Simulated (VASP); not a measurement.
**Ti: relaxation of cell and atoms with PBE**

Crystal: Ti.

```
CELL_PARAMETERS angstrom
2.95000 0.00000 0.00000
-1.47500 2.55477 0.00000
0.00000 0.00000 4.68000
ATOMIC_POSITIONS crystal
Ti 0.33333 0.66667 0.25000
Ti 0.66667 0.33333 0.75000
```

- Program: VASP 6.6.1
- Task: relaxation of cell and atoms
- Functional: PBE
- Potentials or basis: VASP PAW PBE potentials, release 64 (Ti_sv)
- Cutoff: 520 eV
- k mesh: 6 × 6 × 4
- Occupations: gaussian, width 0.1 eV
- Spin: no spin polarisation
- Further INCAR settings: ALGO = Normal; EDIFF = 1e-07; IBRION = 2; EDIFFG = -0.002; NSW = 80; ISIF = 3

```yaml
Relaxed_volume: 17.35 Å³/atom
Relaxed_cell: a = 2.923 Å, b = 2.923 Å, c = 4.689 Å, α = 90.00°, β = 90.00°, γ = 120.00°
Space_group_after_relaxing_to_0.05_Å: P6_3/mmc (No. 194)
Energy_gained_by_relaxing: 1.9 meV/atom
Ionic_steps: 6
Pressure_after_relaxing: 0.0 GPa
Band_gap_on_the_k_mesh: none (metal or under the smearing width)
```

The path:
| step | energy change (eV) | largest force (eV/Å) | pressure (GPa) | volume (Å³) |
| --- | --- | --- | --- | --- |
| 1 | 0.0000 | 0.0000 | -1.73 | 35.27 |
| 2 | -0.0019 | 0.0000 | 1.27 | 34.31 |
| 3 | -0.0033 | 0.0000 | 0.05 | 34.68 |
| 4 | -0.0035 | 0.0000 | 0.03 | 34.69 |
| 5 | -0.0037 | 0.0000 | 0.01 | 34.70 |
| 6 | -0.0037 | 0.0000 | 0.00 | 34.70 |

Final structure:
```
CELL_PARAMETERS angstrom
2.92330 0.00000 0.00000
-1.46165 2.53165 0.00000
0.00000 0.00000 4.68875
ATOMIC_POSITIONS crystal
Ti 0.33333 0.66667 0.25000
Ti 0.66667 0.33333 0.75000
```

Levels at points of the mesh, in eV from the Fermi level:
| k point | band 9 | band 10 | band 11 | band 12 | band 13 | band 14 | band 15 | band 16 |
| --- | --- | --- | --- | --- | --- | --- | --- | --- |
| (0.00, 0.00, 0.00) | -6.29 | -2.77 | 0.59 | 0.72 | 0.72 | 0.74 | 1.20 | 1.20 |
| (0.50, 0.00, 0.00) | -2.41 | -2.23 | -1.93 | -0.65 | 0.48 | 0.52 | 1.06 | 3.32 |
| (0.00, 0.00, 0.50) | -4.45 | -4.45 | -0.03 | -0.03 | 0.65 | 0.65 | 0.65 | 0.65 |
| (0.50, 0.00, 0.50) | -2.62 | -2.62 | -0.91 | -0.91 | 1.27 | 1.27 | 1.70 | 1.70 |

Wall time 23 s on 1 thread of Intel(R) Xeon(R) 6975P-C (Granite Rapids) (shared host), peak memory 0.16 GiB.

Caveat: the k mesh is coarse (spacing up to 0.41 Å⁻¹), so the values aren't converged.
